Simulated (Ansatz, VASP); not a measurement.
Two plane-wave programs on Ir

POSCAR

```
Ir
1.0
    0.0000000000      1.9228496764      1.9228496764
    1.9228496764      0.0000000000      1.9228496764
    1.9228496764      1.9228496764      0.0000000000
Ir
1
Direct
    0.0000000000      0.0000000000      0.0000000000
```

The input INCAR.step1:

```
SYSTEM = Ir
PREC = Accurate
ENCUT = 520
ISMEAR = -1
SIGMA = 0.1
LREAL = .FALSE.
LASPH = .TRUE.
NELM = 60
NBANDS = 10
GGA = PE
ALGO = Normal
EDIFF = 1E-4
LWAVE = .TRUE.
LCHARG = .FALSE.
```

The input INCAR.step2:

```
SYSTEM = Ir
PREC = Accurate
ENCUT = 520
EDIFF = 1E-6
ISMEAR = -1
SIGMA = 0.1
LREAL = .FALSE.
LASPH = .TRUE.
NELM = 60
ALGO = Normal
ISIF = 2
LWAVE = .FALSE.
LCHARG = .FALSE.
METAGGA = R2SCAN
LMIXTAU = .TRUE.
NBANDS = 10
ISTART = 1
```

Contents of KPOINTS:

```
regular mesh
0
G
  4 4 4
  0 0 0
```

Input for Ansatz:

```yaml
crystal:
  lattice:
    - [0.0, 1.9228496764, 1.9228496764]
    - [1.9228496764, 0.0, 1.9228496764]
    - [1.9228496764, 1.9228496764, 0.0]
  atoms:
    - { symbol: Ir, position: [0.0, 0.0, 0.0] }
hamiltonian:
  xc: r2scan
  pseudopotentials:
    kind: paw
    azcp:
      Ir: "pseudopotentials/Ir.paw.azcp"
basis:
  ecutwfc: 500
  fft_grid_basis: typed
kpoints:
  mp_grid: { grid: [4, 4, 4], shift: [0, 0, 0] }
magnetization:
  spin_polarized: false
scf:
  occupations: { method: fermi_dirac, width: 0.1 }
  lower_state_search: "off"
output:
  stress: true
```

Alike in both runs: task single point; functional r2SCAN; k mesh 4 × 4 × 4; occupations fermi-dirac, width 0.1 eV; no spin polarisation.

|  | VASP | Ansatz |
| --- | --- | --- |
| version | VASP 6.6.1 | Ansatz 0.2.0 |
| potentials or method | VASP PAW PBE potentials, release 64 (Ir) | plane waves (500 eV) with PAW, scalar-relativistic |
| plane-wave cutoff (eV) | 520 | 500 |
| valence electrons in the cell | 9 | 17 |

```tsv
	VASP	Ansatz	Ansatz less VASP
pressure (GPa)	-8.0	-10.6	-2.56
```

With one functional, cell and mesh, what is left measures potentials, basis and numerics. The two sets of potentials don't hold the same shells in valence.

Caveats: the k mesh is coarse (spacing up to 0.71 Å⁻¹), so the values aren't converged; the PAW data sets were made with another functional, which shifts forces and pressure a little (VASP). Spin-orbit coupling is left out, which matters for the levels of Ir.
